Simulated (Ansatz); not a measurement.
TiC:

```
Ti C
1.0
     0.00000    2.16572    2.16572
     2.16572    0.00000    2.16572
     2.16572    2.16572    0.00000
Ti C
1 1
Cartesian
  0.0000 0.0000 0.0000
  2.1657 2.1657 2.1657
```

The cell is a database's computed one.

```yaml
Program: Ansatz 0.2.0
Task: relaxation of cell and atoms
Functional: PBEsol
Potentials_or_basis: Ansatz PAW
Cutoff: "420 eV (not typed: the program's choice for these potentials)"
k_mesh: 11 × 11 × 11
Occupations: fermi-dirac, width 0.05 eV
Spin: no spin polarisation
```

At the start: volume 10.16 Å³/atom.

**Question.** How do energy, volume and symmetry change on relaxing?

**Answer.** It ends after 4 steps and the volume is 9.89 Å³/atom (-2.6 %); space group Fm-3m (No. 225, to 0.05 Å).

The path:
```
step  energy change (eV)  largest force (eV/Å)  volume (Å³)
   1              0.0000                0.0000        20.32
   2             -0.0119                0.0000        19.84
   3             -0.0122                0.0000        19.79
   4             -0.0114                0.0000        19.79
```

Final structure:
```
CELL_PARAMETERS angstrom
0.00000 2.14678 2.14678
2.14678 0.00000 2.14678
2.14678 2.14678 0.00000
ATOMIC_POSITIONS crystal
Ti 0.00000 0.00000 0.00000
C 0.50000 0.50000 0.50000
```

Caveat: the plane-wave basis is chosen anew once the cell has moved, so the energies of steps on either side of that aren't comparable; the PAW data sets come from PBE, with cores solved anew for the run's functional, which leaves a small shift of forces and pressure.
